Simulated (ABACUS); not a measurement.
# CsI under changes of volume

One of the cells (47.619 Å³/atom); the others are scaled copies at fixed shape and fractional positions:

```
Cs I
1.0
     4.56670    0.00000    0.00000
     0.00000    4.56670    0.00000
     0.00000    0.00000    4.56670
Cs I
1 1
Direct
  0.00000 0.00000 0.00000
  0.50000 0.50000 0.50000
```

* Program: ABACUS 3.10.1
* Functional: PBE
* Potentials or basis: PseudoDojo NC SR 0.4.1 PBE standard
* Cutoff: 1361 eV
* Density cutoff: 5442 eV
* Basis: TZDP LCAO (the cutoffs set its grid)
* k mesh: 6 × 6 × 6
* Occupations: fermi-dirac, width 0.05 eV
* Spin: no spin polarisation

```tsv
volume (Å³/atom)	energy over the lowest point (meV/atom)	pressure (GPa)	gap on the mesh (eV)
44.762	30.16	1.8	4.09
45.714	20.65	1.4	4.03
46.666	?	?	?
47.619	7.61	0.8	3.90
48.571	3.66	0.5	3.83
49.523	1.17	0.3	3.77
50.476	0.00	0.1	3.72
```

Problem. What does the run at 46.666 Å³/atom give?

Solution. Energy over the lowest point 13.21 meV/atom; pressure 1.1 GPa; gap on the mesh 3.96 eV.

Worked out: A Birch-Murnaghan fit of order 3 (a polynomial in V^(-2/3)) to the other rows has its minimum at 50.95 Å³/atom, just outside them, with B0 = V·E''(V) = 9.9 GPa and B' = 5.1. It gives 13.21 meV/atom at 46.666 Å³/atom, against the run's 13.21, and -dE/dV = 1.1 GPa, against 1.1. A straight line through the other rows of the gap, of slope -3.14 eV per unit of ln V, gives 3.96 eV, against the run's 3.96.

Energies are extrapolated to zero smearing.

Caveats: the atomic orbitals were generated for these runs and aren't a published set; the orbitals of K, Rb and Cs are too short, which can make volumes 7 to 10 % small; spin-orbit coupling is left out, which moves the levels of the heavy elements; the basis of atomic orbitals isn't converged, which shifts pressures, moduli and gaps.

A mesh can miss the band edges.
